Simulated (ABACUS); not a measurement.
Crystal: GaP.

```xyz
2
Lattice="0.0000 2.7252 2.7252 2.7252 0.0000 2.7252 2.7252 2.7252 0.0000" Properties=species:S:1:pos:R:3 pbc="T T T"
Ga    0.0000    0.0000    0.0000
P     4.0879    4.0879    4.0879
```

Base run:

| Quantity | Value |
| --- | --- |
| Program | ABACUS 3.10.1 |
| Functional | BLYP |
| Potentials or basis | PseudoDojo NC SR 0.5 PBE stringent |
| Cutoff | 1551 eV |
| Density cutoff | 6204 eV |
| Basis | plane waves |
| k mesh | 6 × 6 × 6 |
| Occupations | fermi-dirac, width 0.05 eV |
| Spin | no spin polarisation |

Its results: band gap on the k mesh 1.65 eV, indirect (least direct gap 1.70 eV); pressure 6.2 GPa.

**Question.** After a change of settings the same cell gave: band gap on the k mesh 2.00 eV, indirect (least direct gap 2.16 eV); pressure 3.1 GPa. Which change was it?
A. functional from BLYP to rPW86PBE; potentials or basis from PseudoDojo NC SR 0.5 PBE stringent to PseudoDojo NC SR 0.4.1 PBE standard; cutoff from 1551 eV to 1102 eV; density cutoff from 6204 eV to 4408 eV; valence electrons from 26 to 18
B. functional from BLYP to WC
C. functional from BLYP to HCTH407
D. functional from BLYP to B86bPBE; potentials or basis from PseudoDojo NC SR 0.5 PBE stringent to GBRV ultrasoft 1.5 PBE; cutoff from 1551 eV to 544 eV; density cutoff from 6204 eV to 4354 eV; valence electrons from 26 to 24

**Answer.** C.

Caveats: the potentials were made for another functional, which shifts forces and pressure.

Not every run made on this cell is shown here.
